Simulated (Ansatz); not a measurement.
Input and command of a calculation in Ansatz (plane waves; scalar-relativistic PAW potentials unless the input names others):

```yaml
crystal:
  lattice:
    - [3.2717655062, 0.0, 0.0]
    - [0.0, 3.2717655062, 0.0]
    - [0.0, 0.0, 3.2717655062]
  atoms:
    - { symbol: Ti, position: [0.0, 0.0, 0.0] }
    - { symbol: Al, position: [0.5, 0.5, 0.5] }
basis:
  ecutwfc: 420
kpoints:
  mp_grid: { grid: [14, 14, 14], kspacing: 0.3 }
hamiltonian:
  xc: pbe
scf:
  occupations: { method: gaussian, width: 0.1 }
  max_iter: 80
output:
  forces: true
  eigenvalues: true
  stress: true
```

```bash
ansatz run input.yaml --threads 1 --pin off --max-ram 1331MiB --backend cpu --events-out ev --progress --plain --runs-dir out
```

Q: What will the program do with this input?

A: The program refuses it, because of a mesh typed together with a spacing (kpoints.mp_grid.kspacing: not typed → 0.3). Without that key it is accepted.

Abridged log:
```
Error: invalid value for `kpoints.mp_grid.kspacing`: mutually exclusive with `grid` — set one or the other
```